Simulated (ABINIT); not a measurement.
A calculation with ABINIT 10.8.3 (patched build) of WS2 (native input, structure typed inline):

File run.abi:

```
# Pseudopotentials
pp_dirpath "./"
pseudos "W.GGA_PBE-JTH.xml, S.GGA_PBE-JTH.xml"

# Structure
acell 6.4273633094 6.4273633094 6.4273633094 Angstrom
rprim
     0.2456683906     0.1418367115     0.9589209504
    -0.2456683906     0.1418367115     0.9589209504
     0.0000000000    -0.2836734229     0.9589209504
ntypat 2
znucl 74 16
natom 3
typat 1 2 2
xcart
     0.0000000000     0.0000000000     0.0000000000
     0.0000000000     0.0000000001    10.7426899999
     0.0000000000     0.0000000001    13.8730469999 Angstrom

# Plane-wave basis
ecut 20.0
pawecutdg 40.0

# k points
kptopt 1
ngkpt 10 10 10
nshiftk 1
shiftk 0.0 0.0 0.0

# Exchange and correlation
ixc 11

# Bands and occupations
nband 17
occopt 3
tsmear 0.05 eV

# SCF cycle
nstep 100
tolvrs 1.0e-9

# Output
iomode 3
prtwf 0
prteig 0
prtebands 0
prtden 1
prtvha 1
prtvclmb 1
prtpot 1
```

Potentials or basis: JTH PAW PBE v2.0.

The run is started by

```sh
$ abinit run.abi > log 2>&1
```

Measurements of this composition are mostly on another form, of space group No. 194.

Problem. Write the same calculation in another form: ASE script, structure typed inline.

Solution. As run:

File run.py:

```python
import json, os
import numpy as np
from ase.units import GPa
from ase.calculators.abinit import Abinit, AbinitProfile
from ase import Atoms

atoms = Atoms(['W', 'S', 'S'],
              cell=[[1.579, 0.9116360751, 6.1633333333], [-1.579, 0.9116360751, 6.1633333333], [0.0, -1.8232721501, 6.1633333333]],
              scaled_positions=[[0.0, 0.0, 0.0], [0.581, 0.581, 0.581], [0.7503, 0.7503, 0.7503]],
              pbc=True)

profile = AbinitProfile(command='abinit', pp_paths=[os.path.abspath('pseudos')])
params = dict(
    pps='pawxml', xc='PBE',
    ecut=544.2277,
    pawecutdg=1088.4554,
    kptopt=1,
    ngkpt=[10, 10, 10],
    nshiftk=1,
    shiftk=[0.0, 0.0, 0.0],
    ixc=11,
    nband=17,
    occopt=3,
    tsmear=0.05,
    nstep=100,
    tolvrs=1e-09,
    prtwf=0,
    prtden=0,
)

atoms.calc = Abinit(profile=profile, directory='run', **params)
energy = atoms.get_potential_energy()
forces = atoms.get_forces()
stress = atoms.get_stress()
print(f'energy {energy:.6f} eV')
print('forces (eV/A)')
print(np.round(forces, 5))
print('stress (GPa, Voigt, tension positive)', np.round(stress / GPa, 4))
json.dump(dict(energy=energy, forces=forces.tolist(), stress=stress.tolist(), cell=atoms.cell.tolist(), frac=atoms.get_scaled_positions(wrap=False).tolist()), open('results.json', 'w'))
```

Potentials or basis: JTH PAW PBE v2.0.

Run with:

```sh
$ python run.py
```

Both were run:

|  | native input, structure typed inline | ASE script, structure typed inline |
| --- | --- | --- |
| Pressure | 4.6 GPa | 4.6 GPa |
| Largest force | 0.612 eV/Å | 0.612 eV/Å |
| Band gap on the k mesh | 1.07 eV, indirect (least direct gap 2.24 eV) | 1.07 eV, indirect (least direct gap 2.24 eV) |
| Valence electrons inside the program's atomic spheres | W 11.75; S 3.62, 3.64 | W 11.75; S 3.62, 3.64 |

Keys that steer only the numerical path or the files written may differ.

Caveat: spin-orbit coupling is left out, which moves the levels of the heavy elements.
